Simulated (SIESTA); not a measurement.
Runs of SIESTA 5.4.2 on Zn. It takes space group P6_3/mmc (No. 194, hexagonal). Conventional cell: a = 2.670 Å, b = 2.670 Å, c = 4.966 Å, α = 90.00°, β = 90.00°, γ = 120.00°. Zn (site symmetry -6m2) has 12 Zn at 2.67 to 2.92 Å as nearest neighbours. 

```csv
task,level,potentials or basis,spin,cell,k mesh,ensemble,max steps,time step (fs),temperature (K),displacement,grid cutoff,energy shift,mesh quality,gap on the mesh (eV),pressure (GPa)
single point,PBE,"PseudoDojo 0.4 standard (PBE files), DZP (energy shift 0.003 Ry; two zetas on semicore shells)",off,as given,11 × 11 × 6,-,-,-,-,-,800 Ry,0.003 Ry,not flagged,none,-4.1
band structure,LDA,"PseudoDojo 0.4 standard (LDA files), DZP (energy shift 0.003 Ry; two zetas on semicore shells)",off,as given,11 × 11 × 6,-,-,-,-,-,800 Ry,0.003 Ry,not flagged,none,(a)
band structure,PBEsol,"PseudoDojo 0.4 standard (PBEsol files), DZP (energy shift 0.003 Ry; two zetas on semicore shells)",off,as given,11 × 11 × 6,-,-,-,-,-,800 Ry,0.003 Ry,not flagged,none,-9.0
single point,PBE,"PseudoDojo 0.4 standard (PBE files), DZP (energy shift 0.002 Ry)",off,as given,11 × 11 × 6,-,-,-,-,-,800 Ry,0.002 Ry,not flagged,none,-2.7
relaxation of cell and atoms,PBEsol,"PseudoDojo 0.4 standard (PBEsol files), DZP (energy shift 0.003 Ry; two zetas on semicore shells)",off,relaxed,8 × 8 × 4,-,-,-,-,-,800 Ry,0.003 Ry,not flagged,none,0.1
```

Alike in all rows: smearing fermi-dirac 0.05 eV.

Problem. Estimate the missing entries.

Solution. (a) -12.3.

Caveats: the valence orbitals were made in a potential fitted to the semicore shell under them, which widens gaps by tenths of an eV or more; the basis of atomic orbitals isn't converged, which shifts pressures, moduli and gaps; short orbitals over semicore shells can move pressures by several GPa (some runs); semicore shells carry a single zeta, which can move pressures by several GPa and volumes by a few percent (some runs).

A k mesh can miss the band edges.

A gap of «none» marks a metal or a gap under the smearing width.

Not every run made on this cell is shown here.
